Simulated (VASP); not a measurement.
# CdTe (F-43m) in VASP: further runs, part 2 of 2

VASP 6.6.1.

## (6) Single point, PBE

This run uses another cell than the first one, of 36.21 Å³/atom.

File INCAR:

```
PREC     = Accurate       # precision mode
ENCUT    = 500            # plane-wave cutoff, eV
EDIFF    = 1E-6           # SCF threshold, eV
ISMEAR   = 0              # smearing method
SIGMA    = 0.01           # smearing width, eV
LREAL    = F              # projectors in reciprocal space
LASPH    = T              # aspherical terms in the spheres
NELM     = 120            # most SCF steps
ALGO     = Normal         # electronic algorithm
ISIF     = 2              # what is computed and relaxed
LWAVE    = F              # write WAVECAR
LCHARG   = F              # write CHGCAR
GGA      = PE             # functional
NBANDS   = 16             # bands
GGA_COMPAT= F
```

File KPOINTS:

```
Automatic mesh
0
Gamma
  6 6 6
```

File POSCAR:

```
CdTe
1.0
    0.0000000000      3.3083800634      3.3083800634
    3.3083800634      0.0000000000      3.3083800634
    3.3083800634      3.3083800634      0.0000000000
Cd Te
1 1
Direct
    0.0000000000      0.0000000000      0.0000000000
    0.7500000000      0.7500000000      0.7500000000
```

Potentials or basis: VASP PAW PBE potentials, release 64 (Cd, Te).

On the command line:

```bash
$ cat potpaw_PBE.64/Cd/POTCAR potpaw_PBE.64/Te/POTCAR > POTCAR
$ mpirun -np 1 vasp_std > vasp.out
```

OUTCAR:

```text
PREC = Accurate
   ENCUT = 500
   EDIFF = 1E-6
   ISMEAR = 0
   LREAL = F
   LASPH = T
   NELM = 120
   ISIF = 2
   GGA = PE

 ion  position               nearest neighbor table
   1  0.000  0.000  0.000-   2 2.87   2 2.87   2 2.87   2 2.87
   2  0.750  0.750  0.750-   1 2.87   1 2.87   1 2.87   1 2.87

  LATTYP: Found a face centered cubic cell.
 ALAT       =     6.6167601268

  Lattice vectors:

 A1 = (   0.0000000000,   3.3083800634,   3.3083800634)
 A2 = (   3.3083800634,   0.0000000000,   3.3083800634)
 A3 = (   3.3083800634,   3.3083800634,   0.0000000000)

Analysis of symmetry for initial positions (statically):
=====================================================================
 Subroutine PRICEL returns:
 Original cell was already a primitive cell.

 Routine SETGRP: Setting up the symmetry group for a
 face centered cubic supercell.

 Subroutine GETGRP returns: Found 24 space group operations
 (whereof 24 operations were pure point group operations)
 out of a pool of 48 trial point group operations.

The static configuration has the point symmetry T_d .

Analysis of symmetry for dynamics (positions and initial velocities):
=====================================================================
 Subroutine PRICEL returns:
 Original cell was already a primitive cell.

 Routine SETGRP: Setting up the symmetry group for a
 face centered cubic supercell.

 Subroutine GETGRP returns: Found 24 space group operations
 (whereof 24 operations were pure point group operations)
 out of a pool of 48 trial point group operations.

The dynamic configuration has the point symmetry T_d .

 Subroutine INISYM returns: Found 24 space group operations
 (whereof 24 operations are pure point group operations),
 and found     1 'primitive' translations

----------------------------------------------------------------------------------------

                                     Primitive cell
[... 100 lines left out ...]
   IMIX   =      4    mixing-type and parameters
     AMIX     =   0.40;   BMIX     =  1.00
     AMIX_MAG =   1.60;   BMIX_MAG =  1.00
  volume/ion in A,a.u.               =      36.21       244.37
  Fermi-wavevector in a.u.,A,eV,Ry     =   1.029296  1.945087 14.414695  1.059450
  Thomas-Fermi vector in A             =   2.163336
   LORBIT       =      0    0 simple, 1 ext, 2 COOP (PROOUT), +10 PAW based schemes
   GGA     = PE    functional components
   LHFCALC =     F    Hartree Fock is set to
   AEXX    =    0.0000 exact exchange contribution
   IVDW    =     0    specifies the selected vdW correction
   LEPSILON=     F    determine dielectric tensor
   LRPA    =     F    only Hartree local field effects (RPA)
 non-spin polarized calculation
 Gauss-broadening in eV      SIGMA  =   0.01
  energy-cutoff  :      500.00
  volume of cell :       72.42
 maximum number of plane-waves:      1868
 NGX is ok and might be reduce to    36
   NGX = 17   NGY = 17   NGZ = 17

 number of electron      18.0000006 magnetization

 Free energy of the ion-electron system (eV)
  ---------------------------------------------------
  ext. energy  EPLUGINS =         0.00000000
  ---------------------------------------------------
  free energy    TOTEN  =        -4.80699592 eV

  energy without entropy =       -4.80699592  energy(sigma->0) =       -4.80699592

 E-fermi :   1.9046     XC(G=0):  -8.3104

 val. band max:        1.8057689080   @ k =   0.0000   0.0000   0.0000
 cond. band min:       2.3886855954   @ k =   0.0000   0.0000   0.0000
 fundamental gap:      0.5829166873
 Fermi energy:         1.9046243167

 k-point     1 :       0.0000    0.0000    0.0000
  band No.  band energies     occupation
      1      -9.0308      2.00000
      2      -6.2897      2.00000
      3      -6.2897      2.00000
      4      -6.2897      2.00000
      5      -6.0728      2.00000
      6      -6.0728      2.00000
[... 281 lines left out ...]
      3      -6.1781      2.00000
      4      -6.1109      2.00000
      5      -6.0613      2.00000
      6      -5.6000      2.00000
[... 8 lines left out ...]
     15      12.6171      0.00000
     16      12.9579      0.00000

------------------------ aborting loop because EDIFF is reached ----------------------------------------

  FORCE on cell =-STRESS in cart. coord.  units (eV):
  Direction    XX          YY          ZZ          XY          YZ          ZX
  --------------------------------------------------------------------------------------
  -------------------------------------------------------------------------------------
  Total        0.0673374      0.0673374      0.0673374     -0.0000000      0.0000000      0.0000000
  in kB        1.4896713      1.4896713      1.4896713     -0.0000000      0.0000000      0.0000000
  external PRESSURE =       1.4896713 kB  Pullay stress =       0.0000000 kB

 VOLUME and BASIS-vectors are now :
 -----------------------------------------------------------------------------
  energy-cutoff  :      500.00
  volume of cell :       72.42
      direct lattice vectors                 reciprocal lattice vectors
     0.000000000  3.308380063  3.308380063    -0.151131367  0.151131367  0.151131367
     3.308380063  0.000000000  3.308380063     0.151131367 -0.151131367  0.151131367
     3.308380063  3.308380063  0.000000000     0.151131367  0.151131367 -0.151131367

 POSITION                                       TOTAL-FORCE (eV/Angst)
 -----------------------------------------------------------------------------------
      0.00000      0.00000      0.00000         0.000000      0.000000      0.000000
      4.96257      4.96257      4.96257        -0.000000     -0.000000     -0.000000
 -----------------------------------------------------------------------------------
    total drift:                                0.000000      0.000000      0.000000

  FREE ENERGIE OF THE ION-ELECTRON SYSTEM (eV)
  ---------------------------------------------------
  free  energy   TOTEN  =        -4.8069959184 eV

  energy  without entropy=       -4.8069959184  energy(sigma->0) =       -4.80699592
```

OSZICAR:

```text
N       E                     dE             d eps       ncg     rms          rms(c)
DAV:   1     0.950090918626E+02    0.95009E+02   -0.79945E+03   512   0.936E+02
DAV:   2    -0.149595951375E+01   -0.96505E+02   -0.91971E+02   632   0.228E+02
DAV:   3    -0.500830412425E+01   -0.35123E+01   -0.35078E+01   624   0.452E+01
DAV:   4    -0.504326319398E+01   -0.34959E-01   -0.34957E-01   800   0.390E+00
DAV:   5    -0.504334960068E+01   -0.86407E-04   -0.86406E-04   672   0.179E-01    0.493E+00
DAV:   6    -0.482077516383E+01    0.22257E+00   -0.37630E-01   584   0.698E+00    0.414E+00
DAV:   7    -0.480554548809E+01    0.15230E-01   -0.10222E-01   592   0.203E+00    0.163E+00
DAV:   8    -0.480653409960E+01   -0.98861E-03   -0.98631E-03   576   0.110E+00    0.445E-01
DAV:   9    -0.480689880243E+01   -0.36470E-03   -0.98976E-04   600   0.311E-01    0.954E-02
DAV:  10    -0.480695344485E+01   -0.54642E-04   -0.10767E-04   648   0.101E-01    0.556E-02
DAV:  11    -0.480699679892E+01   -0.43354E-04   -0.83292E-05   584   0.535E-02    0.372E-02
DAV:  12    -0.480699591839E+01    0.88053E-06   -0.31556E-06   616   0.129E-02
   1 F= -.48069959E+01 E0= -.48069959E+01  d E =-.283830E-46
```

stdout:

```text
POSCAR found type information on POSCAR CdTe
 POSCAR found :  2 types and       2 ions
 scaLAPACK will be used
 LDA part: xc-table for (Slater+PW92), standard interpolation
 POSCAR, INCAR and KPOINTS ok, starting setup
 FFT: planning ... GRIDC
 FFT: planning ... GRID_SOFT
 FFT: planning ... GRID
 WAVECAR not read
 entering main loop
```

Wall time 14 s (1 thread of Intel Xeon Platinum 8375C at 2.90GHz (Ice Lake), shared host); peak memory 0.21 GiB.

Results:

- Free energy: -4.8070 eV
- Pressure: 0.1 GPa
- Band gap on the k mesh: 0.58 eV

Levels at points of the mesh, in eV from the valence-band top:
```csv
k point,band 7,band 8,band 9,band 10,band 11,band 12
"(0.00, 0.00, 0.00)",0.00,0.00,0.00,0.58,4.64,4.64
"(0.50, 0.00, 0.00)",-4.08,-0.69,-0.69,1.75,5.21,5.21
"(0.50, 0.50, 0.00)",-4.02,-1.66,-1.66,2.67,2.74,8.52
```

Caveat: spin-orbit coupling is left out, which moves the levels of the heavy elements.

## (7) Summary

```tsv
cell	gap on the mesh (eV)	pressure (GPa)
a = 4.070 Å, angles 60.0°, 2 atoms	1.56	40.5
a = 4.150 Å, angles 60.0°, 2 atoms	1.70	30.4
a = 4.254 Å, angles 60.0°, 2 atoms	1.47	20.3
a = 4.403 Å, angles 60.0°, 2 atoms	1.15	10.2
a = 4.679 Å, angles 60.0°, 2 atoms	0.58	0.1
```

Alike in all rows: task single point; level PBE; potentials or basis VASP PAW PBE potentials, release 64 (Cd, Te); no spin polarisation; k mesh 6 × 6 × 6; cutoff (eV) 500; smearing gaussian 0.01 eV.

Caveats: spin-orbit coupling is left out, which moves the levels of the heavy elements; the cell stands under pressure (at least some runs).

Total energies depend on the potentials used, so only differences within one code and one set of settings carry meaning.

## (8) Comparison with measurements

Step 6. Against the measured gap of CdTe, 1.607 eV (0 K; a printed reference work, data compilation), the calculated 0.58 eV is off by -1.02 eV. So large a miss can be the level of theory's own, or it may mean another phase, state or a wrong row. Spin-orbit coupling on Cd, Te is left out. The value is that of PBE, without temperature or zero-point motion. Semilocal functionals fall short of measured gaps as a rule.
